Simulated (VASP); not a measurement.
Wanted: the native input for a VASP 6.6.1 run.

| Property | Result |
| --- | --- |
| Task | dielectric tensor |
| Functional | LDA |
| Potentials or basis | VASP PAW LDA potentials, release 64 (K_sv, I) |
| Cutoff | 600 eV |
| k mesh | 12 × 12 × 12 |
| Occupations | gaussian, width 0.03 eV |
| Spin | no spin polarisation |
| Monkhorst-Pack mesh | yes |
| Further INCAR settings | ALGO = Normal; EDIFF = 1e-08 |

The structure of KI lies in POSCAR:

```
KI                                      
1.0
    0.0000000000      3.3269850810      3.3269850810
    3.3269850810      0.0000000000      3.3269850810
    3.3269850810      3.3269850810     -0.0000000000
  K               I             
     1     1
Direct
     0.0000000000000000    0.0000000000000000    0.0000000000000000
     0.5000000000000000    0.5000000000000000    0.5000000000000000
```

The input as run:

INCAR

```
PREC     = Accurate       # precision mode
ENCUT    = 600            # plane-wave cutoff, eV
EDIFF    = 1E-8           # SCF threshold, eV
ISMEAR   = 0              # smearing method
SIGMA    = 0.03           # smearing width, eV
LREAL    = F              # projectors in reciprocal space
LASPH    = T              # aspherical terms in the spheres
NELM     = 80             # most SCF steps
ALGO     = Normal         # electronic algorithm
ISIF     = 2              # what is computed and relaxed
LWAVE    = F              # write WAVECAR
LCHARG   = F              # write CHGCAR
LEPSILON = T              # dielectric tensor by DFPT
```

KPOINTS

```
Automatic mesh
0
Monkhorst-Pack
  12 12 12
```

Potentials or basis: VASP PAW LDA potentials, release 64 (K_sv, I).

Launch:

```sh
$ cat potpaw_LDA.64/K_sv/POTCAR potpaw_LDA.64/I/POTCAR > POTCAR
$ mpirun -np 1 vasp_std > vasp.out
```

It gave:

```yaml
Electronic_dielectric_tensor_diagonal: 3.26
Born_charges_mean_of_the_diagonal: K +1.08; I -1.08 e
```

Wall time 35 min on 1 thread of Intel(R) Xeon(R) 6975P-C (Granite Rapids) (shared host), peak memory 1.3 GiB.
